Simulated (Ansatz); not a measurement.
# BeS: band gap under strain

How does strain move the band edges of BeS built on the zincblende prototype, and do the functionals agree on it? States: no strain; -4.0 % biaxial strain in x and y, free along z; -3.0 % biaxial strain in x and y, free along z.

Code: Ansatz 0.2.0. PAW datasets, plane waves. Computed at 0 K without zero-point motion; spin polarisation is off.

## 1. The system as given

The unstrained cell was relaxed with r2SCAN; in each strained cell the atoms were relaxed again with r2SCAN. Names of k-points are those of the unstrained zone, where strain can split equivalent points. First state: no strain.

Space group F-43m (No. 216), cubic; a = 4.869 Å in the conventional setting, 14.43 Å³ an atom. Be has 4 S at 2.11 Å; S has 4 Be at 2.11 Å.

As a file:

```cif
data_structure
_symmetry_space_group_name_H-M 'P 1'
_symmetry_Int_Tables_number 1
_cell_length_a 3.4426
_cell_length_b 3.4426
_cell_length_c 3.4426
_cell_angle_alpha 60.000
_cell_angle_beta 60.000
_cell_angle_gamma 60.000
_cell_volume 28.85
loop_
_atom_site_label
_atom_site_type_symbol
_atom_site_fract_x
_atom_site_fract_y
_atom_site_fract_z
_atom_site_occupancy
Be1 Be 0.00000 0.00000 0.00000 1
S1 S 0.25000 0.25000 0.25000 1
```

## 2. No strain: PBE

The input, input.yaml:

```yaml
crystal:
  lattice:
    - [0.0, 2.4343062304, 2.4343062304]
    - [2.4343062304, 0.0, 2.4343062304]
    - [2.4343062304, 2.4343062304, 0.0]
  atoms:
    - { symbol: Be, position: [0.0, 0.0, 0.0] }
    - { symbol: S, position: [0.25, 0.25, 0.25] }
kpoints:
  mp_grid: { grid: [10, 10, 10] }
  band_path:
    path:
      - [0.0, 0.0, 0.0]
      - [-0.5, -0.5, 0.0]
      - [-0.375, -0.375, 0.25]
      - [-0.375, 0.0, 0.375]
      - [0.0, 0.0, 0.5]
      - [-0.5, -0.25, 0.25]
      - [-0.0375, 0.0, 0.0375]
      - [0.0, 0.5, 0.5]
    npoints: 1
hamiltonian:
  xc: pbe
scf:
  occupations: { method: fermi_dirac, width: 0.02 }
  n_extra_bands: 4
output:
  forces: true
  stress: true
  eigenvalues: true
```

On the command line:

```console
ansatz run input.yaml --threads 2 --pin off --max-ram 18432MiB --backend cpu --events-out ev --progress --plain --runs-dir out
```

The runs that follow: No strain: r2SCAN; No strain: HSE06; No strain: r2SCAN; No strain: G0W0@PBE; -4.0 % biaxial strain in x and y, free along z: PBE; -4.0 % biaxial strain in x and y, free along z: r2SCAN; -4.0 % biaxial strain in x and y, free along z: HSE06; -4.0 % biaxial strain in x and y, free along z: r2SCAN; -4.0 % biaxial strain in x and y, free along z: G0W0@PBE; -3.0 % biaxial strain in x and y, free along z: PBE; -3.0 % biaxial strain in x and y, free along z: r2SCAN; -3.0 % biaxial strain in x and y, free along z: HSE06; -3.0 % biaxial strain in x and y, free along z: r2SCAN; -3.0 % biaxial strain in x and y, free along z: G0W0@PBE.

What does the calculation give?

**Answer**, as computed:

Least gap in eV (negative: overlap), with the change from the unstrained cell in brackets. G0W0 is on its own coarse mesh.

```
                                         state  volume change (%)           PBE        r2SCAN         HSE06          G0W0
                                     no strain               +0.0          3.14          3.59          4.09          4.45
-4.0 % biaxial strain in x and y, free along z               -5.1  2.69 (-0.45)  3.13 (-0.46)  3.62 (-0.47)  3.98 (-0.47)
-3.0 % biaxial strain in x and y, free along z               -3.8  2.81 (-0.33)  3.25 (-0.34)  3.74 (-0.35)  4.10 (-0.35)
```

**Reading.** With HSE06, of the states in the table -4.0 % biaxial strain in x and y, free along z shifts the gap most, by -0.464 eV. PBE and HSE06 differ by 0.95 eV on the unstrained gap, and by at most 0.01 eV on its change: the two disagree on the size of the gap but agree on its response to strain. The G0W0 figures hold for the stated bands, cutoff and mesh and aren't extrapolated.
